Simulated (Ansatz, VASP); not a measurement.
## CdSe: VASP beside Ansatz

Contents of INCAR:

```
  PREC = Accurate
  ENCUT = 520
  EDIFF = 1E-7
  ISMEAR = 0
  SIGMA = 0.1
  LREAL = F
  LASPH = T
  NELM = 100
  ALGO = Fast
  ISIF = 2
  LWAVE = F
  LCHARG = T
  GGA = PE
  LELF = T
  LVHAR = T
  NBANDS = 16
```

Contents of KPOINTS:

```
Automatic mesh
0
Gamma
  6 6 6
```

The input POSCAR:

```
CdSe
1.0
    0.0000000000      3.0702710000      3.0702710000
    3.0702710000      0.0000000000      3.0702710000
    3.0702710000      3.0702710000      0.0000000000
Cd Se
1 1
Direct
    0.0000000000      0.0000000000      0.0000000000
    0.7500000000      0.7500000000      0.7500000000
```

Input for Ansatz:

```yaml
crystal:
  lattice:
    - [0.0, 3.070271, 3.070271]
    - [3.070271, 0.0, 3.070271]
    - [3.070271, 3.070271, 0.0]
  atoms:
    - { symbol: Cd, position: [0.0, 0.0, 0.0] }
    - { symbol: Se, position: [0.75, 0.75, 0.75] }
basis:
  ecutwfc: 420
kpoints:
  mp_grid: { grid: [6, 6, 6] }
hamiltonian:
  xc: pbe
scf:
  occupations: { method: gaussian, width: 0.1 }
output:
  forces: true
  stress: true
  eigenvalues: true
```

Measurements of this composition are mostly on another form, of space group No. 186.

Alike in both runs: task single point; functional PBE; k mesh 6 × 6 × 6; occupations gaussian, width 0.1 eV; no spin polarisation.

|  | VASP | Ansatz |
| --- | --- | --- |
| version | VASP 6.6.1 | Ansatz 0.2.0 |
| potentials or method | VASP PAW PBE potentials, release 64 (Cd, Se) | scalar-relativistic, plane waves, PAW |
| plane-wave cutoff (eV) | 520 | 420 |
| valence electrons in the cell | 18 | 36 |

```tsv
	VASP	Ansatz	Ansatz less VASP
gap on the k mesh at the Fermi level (eV)	0.55	0.55	+0.001
least direct gap on the mesh (eV)	0.55	0.55	+0.001
pressure (GPa)	1.6	1.3	-0.28
```

The two sets of potentials don't hold the same shells in valence.

A hybrid or GW would open this gap; PBE tends to underestimate it.
